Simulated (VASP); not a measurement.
# MgB2 (P6/mmm) in VASP: a series of runs, part 2 of 2

VASP 6.6.1. The steps go on from the part before.

### Step 3. Relaxation of cell and atoms, PBEsol

This run uses another cell than the first one, of 9.49 Å³/atom, 0.980 times its volume.

File INCAR:

```
SYSTEM = MgB2
PREC = Accurate
ENCUT = 600
EDIFF = 1E-7
ISMEAR = 1
SIGMA = 0.1
LREAL = .FALSE.
LASPH = .TRUE.
NELM = 80
ALGO = Normal
ISIF = 3
LWAVE = .FALSE.
LCHARG = .FALSE.
GGA = PS
IBRION = 2
NSW = 90
EDIFFG = -0.005
```

File KPOINTS:

```
regular mesh
0
G
  15 15 10
  0 0 0
```

File POSCAR:

```
MgB2                                    
1.0
    3.0611508098     -0.0000000000     -0.0000000000
   -1.5305754049      2.6510343662     -0.0000000000
    0.0000000000      0.0000000000      3.5071060327
  Mg              B             
     1     2
Direct
     1.0000000000000000    1.0000000000000000    1.0000000000000000
     0.3333333332999970    0.6666666667000030    0.5000000000000000
     0.6666666667000030    0.3333333332999970    0.5000000000000000
```

Potentials or basis: VASP PAW PBE potentials, release 64 (Mg, B).

Run with:

```console
$ cat potpaw_PBE.64/Mg/POTCAR potpaw_PBE.64/B/POTCAR > POTCAR
$ mpirun -np 1 vasp_std > vasp.out
```

OUTCAR:

```text
SYSTEM = MgB2
   PREC = Accurate
   ENCUT = 600
   EDIFF = 1E-7
   ISMEAR = 1
   LREAL = .FALSE.
   LASPH = .TRUE.
   NELM = 80
   ISIF = 3
   GGA = PS
   IBRION = 2
   NSW = 90
   EDIFFG = -0.005

 ion  position               nearest neighbor table
   1  0.000  0.000  0.000-   2 2.49   3 2.49   2 2.49   3 2.49   3 2.49   3 2.49   2 2.49   2 2.49
                             3 2.49   3 2.49   2 2.49   2 2.49
   2  0.333  0.667  0.500-   3 1.77   3 1.77   3 1.77   1 2.49   1 2.49   1 2.49   1 2.49   1 2.49
                             1 2.49
   3  0.667  0.333  0.500-   2 1.77   2 1.77   2 1.77   1 2.49   1 2.49   1 2.49   1 2.49   1 2.49
                             1 2.49

  LATTYP: Found a hexagonal cell.
 ALAT       =     3.0611508098
 C/A-ratio  =     1.1456822125

  Lattice vectors:

 A1 = (   3.0611508098,   0.0000000000,   0.0000000000)
 A2 = (  -1.5305754049,   2.6510343662,   0.0000000000)
 A3 = (   0.0000000000,   0.0000000000,   3.5071060327)

Analysis of symmetry for initial positions (statically):
=====================================================================
 Subroutine PRICEL returns:
 Original cell was already a primitive cell.

 Routine SETGRP: Setting up the symmetry group for a
 hexagonal supercell.

 Subroutine GETGRP returns: Found 24 space group operations
 (whereof 24 operations were pure point group operations)
 out of a pool of 24 trial point group operations.

The static configuration has the point symmetry D_6h.

Analysis of symmetry for dynamics (positions and initial velocities):
=====================================================================
 Subroutine PRICEL returns:
 Original cell was already a primitive cell.

 Routine SETGRP: Setting up the symmetry group for a
 hexagonal supercell.

 Subroutine GETGRP returns: Found 24 space group operations
 (whereof 24 operations were pure point group operations)
[... 179 lines left out ...]
      1.53058      0.88368      1.75355         0.000000      0.000000      0.000000
 -----------------------------------------------------------------------------------
    total drift:                                0.000000     -0.000000      0.000000

  FREE ENERGIE OF THE ION-ELECTRON SYSTEM (eV)
  ---------------------------------------------------
  free  energy   TOTEN  =       -16.2260058308 eV

  energy  without entropy=      -16.2261272028  energy(sigma->0) =      -16.22604629

--------------------------------------- Ionic step        2  -------------------------------------------

 number of electron       8.0000000 magnetization

 Free energy of the ion-electron system (eV)
  ---------------------------------------------------
  ext. energy  EPLUGINS =         0.00000000
  ---------------------------------------------------
  free energy    TOTEN  =       -16.22601080 eV

  energy without entropy =      -16.22613494  energy(sigma->0) =      -16.22605218

 E-fermi :   5.2991     XC(G=0): -11.0750

 val. band max:        5.2938291983   @ k =   0.4667   0.0000   0.3000
 cond. band min:       5.3100202803   @ k =   0.1333   0.0000   0.3000
 fundamental gap:      0.0161910820
 Fermi energy:         5.2990829626

 k-point     1 :       0.0000    0.0000    0.0000
  band No.  band energies     occupation
      1      -7.1860      2.00000
      2       2.3355      2.00000
      3       5.7440     -0.00000
      4       5.7440     -0.00000
      5       6.9779     -0.00000
      6      11.7408      0.00000
      7      11.7408      0.00000
      8      13.7380      0.00000
[... 243 lines left out ...]
 k-point    24 :       0.4000    0.2000    0.0000
  band No.  band energies     occupation
      1      -2.7578      2.00000
      2      -2.1175      2.00000
      3       0.8785      2.00000
      4       6.1220     -0.00000
      5       8.1017      0.00000
      6      11.0214      0.00000
      7      11.3149      0.00000
      8      13.5952      0.00000

 [... further k-points ...]
[... 5 lines left out ...]
  --------------------------------------------------------------------------------------
  -------------------------------------------------------------------------------------
  Total        0.0069835      0.0069835     -0.0010192      0.0000000      0.0000000      0.0000000
  in kB        0.3934152      0.3934152     -0.0574160      0.0000000      0.0000000      0.0000000
  external PRESSURE =       0.2431381 kB  Pullay stress =       0.0000000 kB

 VOLUME and BASIS-vectors are now :
 -----------------------------------------------------------------------------
  energy-cutoff  :      600.00
  volume of cell :       28.44
      direct lattice vectors                 reciprocal lattice vectors
     3.060575151 -0.000000000 -0.000000000     0.326735973  0.188641102  0.000000000
    -1.530287576  2.650535831  0.000000000     0.000000000  0.377282204  0.000000000
    -0.000000000 -0.000000000  3.505893623     0.000000000  0.000000000  0.285233982

 POSITION                                       TOTAL-FORCE (eV/Angst)
 -----------------------------------------------------------------------------------
      0.00000      0.00000      0.00000        -0.000000     -0.000000      0.000000
     -0.00000      1.76702      1.75295        -0.000000      0.000000      0.000000
      1.53029      0.88351      1.75295         0.000000     -0.000000     -0.000000
 -----------------------------------------------------------------------------------
    total drift:                                0.000000     -0.000000      0.000000

  FREE ENERGIE OF THE ION-ELECTRON SYSTEM (eV)
  ---------------------------------------------------
  free  energy   TOTEN  =       -16.2260108031 eV

  energy  without entropy=      -16.2261349441  energy(sigma->0) =      -16.22605218

 reached required accuracy - stopping structural energy minimisation
```

OSZICAR:

```text
N       E                     dE             d eps       ncg     rms          rms(c)
DAV:   1     0.795479773321E+01    0.79548E+01   -0.42757E+03  2712   0.950E+02
DAV:   2    -0.175229834667E+02   -0.25478E+02   -0.24336E+02  3824   0.119E+02
DAV:   3    -0.178695299165E+02   -0.34655E+00   -0.33775E+00  3312   0.164E+01
DAV:   4    -0.178701369147E+02   -0.60700E-03   -0.60699E-03  4016   0.629E-01
DAV:   5    -0.178701374603E+02   -0.54555E-06   -0.54562E-06  3400   0.121E-02    0.527E+00
DAV:   6    -0.164618151149E+02    0.14083E+01   -0.23778E+00  2888   0.839E+00    0.247E+00
DAV:   7    -0.162335945455E+02    0.22822E+00   -0.10932E+00  3208   0.562E+00    0.752E-01
DAV:   8    -0.162345763751E+02   -0.98183E-03   -0.10320E-01  2872   0.211E+00    0.366E-01
DAV:   9    -0.162260250724E+02    0.85513E-02   -0.28127E-02  2928   0.914E-01    0.488E-02
DAV:  10    -0.162260201106E+02    0.49618E-05   -0.87319E-04  3824   0.213E-01    0.210E-02
DAV:  11    -0.162260079471E+02    0.12163E-04   -0.10593E-04  2880   0.623E-02    0.563E-03
DAV:  12    -0.162260058253E+02    0.21218E-05   -0.10773E-05  3128   0.192E-02    0.953E-04
DAV:  13    -0.162260058308E+02   -0.54619E-08   -0.11318E-07  3120   0.322E-03
   1 F= -.16226006E+02 E0= -.16226046E+02  d E =-.162260E+02
       N       E                     dE             d eps       ncg     rms          rms(c)
DAV:   1    -0.162260133410E+02   -0.75157E-05   -0.11228E-04  3096   0.112E-01    0.775E-03
DAV:   2    -0.162260108854E+02    0.24556E-05   -0.60508E-06  3544   0.156E-02    0.310E-03
DAV:   3    -0.162260107228E+02    0.16268E-06   -0.13121E-06  3264   0.680E-03    0.724E-04
DAV:   4    -0.162260108031E+02   -0.80341E-07   -0.21323E-08  1656   0.124E-03
   2 F= -.16226011E+02 E0= -.16226052E+02  d E =-.497232E-05
```

CONTCAR:

```text
MgB2
   1.00000000000000
     3.0605751513137087   -0.0000000000000000   -0.0000000000000000
    -1.5302875756568544    2.6505358313269127    0.0000000000000000
    -0.0000000000000000   -0.0000000000000000    3.5058936227572848
  Mg              B
     1     2
Direct
     0.0000000000000000    0.0000000000000000    0.0000000000000000
     0.3333333332999970    0.6666666667000030    0.5000000000000000
     0.6666666667000030    0.3333333332999970    0.5000000000000000

  0.00000000E+00  0.00000000E+00  0.00000000E+00
  0.00000000E+00  0.00000000E+00  0.00000000E+00
  0.00000000E+00  0.00000000E+00  0.00000000E+00
```

Run time: 30 s. Hardware: 1 thread of Intel Xeon Platinum 8488C (Sapphire Rapids), shared host; peak memory 0.18 GiB.

What came out:

- Free energy: -16.2260 eV
- Relaxed volume: 9.48 Å³/atom
- Relaxed cell: a = 3.061 Å, b = 3.061 Å, c = 3.506 Å, α = 90.00°, β = 90.00°, γ = 120.00°
- Space group after relaxing (to 0.05 Å): P6/mmm (No. 191)
- Energy gained by relaxing: 0.0 meV/atom
- Ionic steps: 2
- Pressure after relaxing: 0.0 GPa
- Band gap on the k mesh: none (metal or under the smearing width)

Final structure:
```cif
data_structure
_symmetry_space_group_name_H-M 'P 1'
_symmetry_Int_Tables_number 1
_cell_length_a 3.0606
_cell_length_b 3.0606
_cell_length_c 3.5059
_cell_angle_alpha 90.000
_cell_angle_beta 90.000
_cell_angle_gamma 120.000
_cell_volume 28.44
loop_
_atom_site_label
_atom_site_type_symbol
_atom_site_fract_x
_atom_site_fract_y
_atom_site_fract_z
_atom_site_occupancy
Mg1 Mg 0.00000 0.00000 0.00000 1
B1 B 0.33333 0.66667 0.50000 1
B2 B 0.66667 0.33333 0.50000 1
```

Caveat: the PAW data sets were made with another functional, which shifts forces and pressure a little.

### Step 4. Relaxation of cell and atoms, r2SCAN, target pressure 6.15 GPa, at which the enthalpy is minimised

File INCAR:

```
PREC = Accurate
ENCUT = 600
EDIFF = 1E-6
ISMEAR = 1
SIGMA = 0.1
LREAL = False
LASPH = True
NELM = 80
ALGO = Normal
ISIF = 3
LWAVE = False
LCHARG = False
METAGGA = R2SCAN
LMIXTAU = True
IBRION = 2
NSW = 90
EDIFFG = -0.01
PSTRESS = 61.5
```

File KPOINTS:

```
Automatic mesh
0
Gamma
  15 15 10
```

File POSCAR:

```
MgB2
1.0
    3.0850000000      0.0000000000      0.0000000000
   -1.5425000000      2.6716883707      0.0000000000
    0.0000000000      0.0000000000      3.5230000000
Mg B
1 2
Direct
    0.0000000000      0.0000000000      0.0000000000
    0.3333333333      0.6666666667      0.5000000000
    0.6666666667      0.3333333333      0.5000000000
```

Run with:

```console
$ cat potpaw_PBE.64/Mg/POTCAR potpaw_PBE.64/B/POTCAR > POTCAR
$ mpirun -np 1 vasp_std > vasp.out
```

Run time: 3.9 min. Hardware: 1 thread of Intel Xeon 6975P-C (Granite Rapids), shared host; peak memory 0.21 GiB.

The run converged. Its results:

| Property | Result |
| --- | --- |
| Free energy | -19.3881 eV |
| Relaxed volume | 9.16 Å³/atom |
| Relaxed cell | a = 3.033 Å, b = 3.033 Å, c = 3.451 Å, α = 90.00°, β = 90.00°, γ = 120.00° |
| Space group after relaxing (to 0.05 Å) | P6/mmm (No. 191) |
| Energy change on relaxing (the enthalpy is what falls) | +5.1 meV/atom |
| Ionic steps | 4 |
| Pressure after relaxing | 6.2 GPa |
| Band gap on the k mesh | none (metal or under the smearing width) |

Step by step:
```tsv
step	energy change (eV)	largest force (eV/Å)	pressure (GPa)	volume (Å³)
1	0.0000	0.0000	-2.72	29.04
2	0.0535	0.0000	11.19	26.84
3	0.0134	0.0000	5.99	27.57
4	0.0152	0.0000	6.17	27.49
```

Final structure:
```xyz
3
Lattice="3.0326 0.0000 0.0000 -1.5163 2.6263 0.0000 0.0000 0.0000 3.4513" Properties=species:S:1:pos:R:3 pbc="T T T"
Mg    0.0000    0.0000    3.4513
B     0.0000    1.7509    1.7256
B     1.5163    0.8754    1.7256
```

Levels at points of the mesh, in eV from the Fermi level:
```tsv
k point	band 1	band 2	band 3	band 4	band 5	band 6	band 7	band 8
(0.00, 0.00, 0.00)	-13.54	-3.19	0.42	0.42	2.20	6.84	6.84	9.05
(0.00, 0.00, 0.50)	-12.18	-7.98	0.85	0.85	7.14	7.14	8.90	11.20
```

Caveat: the cell is relaxed towards a set pressure, so the enthalpy falls and the energy may rise; the PAW data sets were made with another functional, which shifts forces and pressure a little.

### Step 5. Relaxation of cell and atoms, r2SCAN, target pressure 6.15 GPa, at which the enthalpy is minimised

This run uses another cell than the first one, of 9.16 Å³/atom, 0.947 times its volume.

INCAR, as its differences from that of step 4:

```diff
@@ -2,3 +2,3 @@
 ENCUT = 600
-EDIFF = 1E-6
+EDIFF = 1E-7
 ISMEAR = 1
@@ -16,3 +16,3 @@
 NSW = 90
-EDIFFG = -0.01
+EDIFFG = -0.005
 PSTRESS = 61.5
```

KPOINTS is that of step 4.

File POSCAR:

```
MgB2                                    
1.0
    3.0325872266      0.0000000000      0.0000000000
   -1.5162936133      2.6262975774     -0.0000000000
   -0.0000000000      0.0000000000      3.4512975868
  Mg              B             
     1     2
Direct
     0.0000000000000000    0.0000000000000000    1.0000000000000000
     0.3333333332999970    0.6666666667000030    0.5000000000000000
     0.6666666667000030    0.3333333332999970    0.5000000000000000
```

Run with:

```console
$ cat potpaw_PBE.64/Mg/POTCAR potpaw_PBE.64/B/POTCAR > POTCAR
$ mpirun -np 1 vasp_std > vasp.out
```

Run time: 52 s. Hardware: 1 thread of Intel Xeon 6975P-C (Granite Rapids), shared host; peak memory 0.19 GiB.

The run converged. Its results:

```yaml
Free_energy: -19.3872 eV
Pressure_after_relaxing: 6.2 GPa
Band_gap_on_the_k_mesh: none (metal or under the smearing width)
```

Final structure:
```
CELL_PARAMETERS angstrom
3.03259 0.00000 0.00000
-1.51629 2.62630 0.00000
0.00000 0.00000 3.45130
ATOMIC_POSITIONS crystal
Mg 0.00000 0.00000 0.00000
B 0.33333 0.66667 0.50000
B 0.66667 0.33333 0.50000
```

Levels at points of the mesh, in eV from the Fermi level:
| k point | band 2 | band 3 | band 4 | band 5 | band 6 | band 7 |
| --- | --- | --- | --- | --- | --- | --- |
| (0.00, 0.00, 0.00) | -3.19 | 0.42 | 0.42 | 2.20 | 6.84 | 6.84 |
| (0.00, 0.00, 0.50) | -7.98 | 0.85 | 0.85 | 7.14 | 7.14 | 8.90 |

Caveat: the relaxation stopped at its first step, so nothing moved; the cell is relaxed towards a set pressure, so the enthalpy falls and the energy may rise; the PAW data sets were made with another functional, which shifts forces and pressure a little.

### Step 6. Relaxation of cell and atoms, AM05

File INCAR:

```
PREC = Accurate ; ENCUT = 600
EDIFF = 1E-6 ; ISMEAR = 1
SIGMA = 0.1 ; LREAL = F
LASPH = T ; NELM = 80
ALGO = Normal ; ISIF = 3
LWAVE = F ; LCHARG = F
GGA = AM ; IBRION = 2
NSW = 90 ; EDIFFG = -0.01
```

KPOINTS is that of step 5.

File POSCAR:

```
MgB2
1.0
    3.0850000000      0.0000000000      0.0000000000
   -1.5425000000      2.6716883707      0.0000000000
    0.0000000000      0.0000000000      3.5230000000
Mg B
1 2
Direct
    0.0000000000      0.0000000000      0.0000000000
    0.3333333333      0.6666666667      0.5000000000
    0.6666666667      0.3333333333      0.5000000000
```

Potentials or basis: VASP PAW PBE potentials, release 64 (Mg, B).

Run with:

```console
$ cat potpaw_PBE.64/Mg/POTCAR potpaw_PBE.64/B/POTCAR > POTCAR
$ mpirun -np 1 vasp_std > vasp.out
```

It took 42 s on 1 thread of Intel Xeon 6975P-C (Granite Rapids), shared host; peak memory 0.2 GiB.

The run converged. Its results:

- Free energy: -15.9528 eV
- Relaxed volume: 9.48 Å³/atom
- Relaxed cell: a = 3.061 Å, b = 3.061 Å, c = 3.505 Å, α = 90.00°, β = 90.00°, γ = 120.00°
- Space group after relaxing (to 0.05 Å): P6/mmm (No. 191)
- Energy gained by relaxing: 2.2 meV/atom
- Ionic steps: 4
- Pressure after relaxing: 0.0 GPa
- Band gap on the k mesh: none (metal or under the smearing width)

Stress tensor (GPa, compression positive):
```
 0.02  0.00  0.00
 0.00  0.02  0.00
 0.00  0.00 -0.10
```

The path:
| step | energy change (eV) | largest force (eV/Å) | pressure (GPa) | volume (Å³) |
| --- | --- | --- | --- | --- |
| 1 | 0.0000 | 0.0000 | -3.32 | 29.04 |
| 2 | -0.0053 | 0.0000 | 1.46 | 28.20 |
| 3 | -0.0067 | 0.0000 | -0.08 | 28.46 |
| 4 | -0.0067 | 0.0000 | -0.02 | 28.43 |

Final structure:
```
CELL_PARAMETERS angstrom
3.06060 0.00000 0.00000
-1.53030 2.65055 0.00000
0.00000 0.00000 3.50506
ATOMIC_POSITIONS crystal
Mg 0.00000 0.00000 0.00000
B 0.33333 0.66667 0.50000
B 0.66667 0.33333 0.50000
```

Levels at points of the mesh, in eV from the Fermi level:
| k point | band 1 | band 2 | band 3 | band 4 | band 5 | band 6 | band 7 | band 8 |
| --- | --- | --- | --- | --- | --- | --- | --- | --- |
| (0.00, 0.00, 0.00) | -12.48 | -2.96 | 0.46 | 0.46 | 1.67 | 6.43 | 6.43 | 8.47 |
| (0.00, 0.00, 0.50) | -11.17 | -7.51 | 0.84 | 0.84 | 6.74 | 6.74 | 8.15 | 10.08 |

Caveat: the PAW data sets were made with another functional, which shifts forces and pressure a little.

### Step 7. Summary

| level | cell | target pressure | gap on the mesh (eV) | pressure (GPa) | relaxed volume (Å³/atom) |
| --- | --- | --- | --- | --- | --- |
| PBEsol | relaxed | - | none | 0.0 | 9.48 |
| r2SCAN | relaxed to 6.15 GPa | 6.15 GPa | none | 6.2 | - |
| AM05 | relaxed | - | none | 0.0 | 9.48 |

Alike in all rows: task relaxation of cell and atoms; potentials or basis VASP PAW PBE potentials, release 64 (Mg, B); no spin polarisation; k mesh 15 × 15 × 10; cutoff (eV) 600; smearing methfessel-paxton 0.1 eV.

Caveats: the PAW data sets were made with another functional, which shifts forces and pressure a little; the relaxation stopped at its first step, so nothing moved (some runs); the cell is relaxed towards a set pressure, so the enthalpy falls and the energy may rise (some runs).

Total energies depend on the potentials used, so only differences within one code and one set of settings carry meaning.
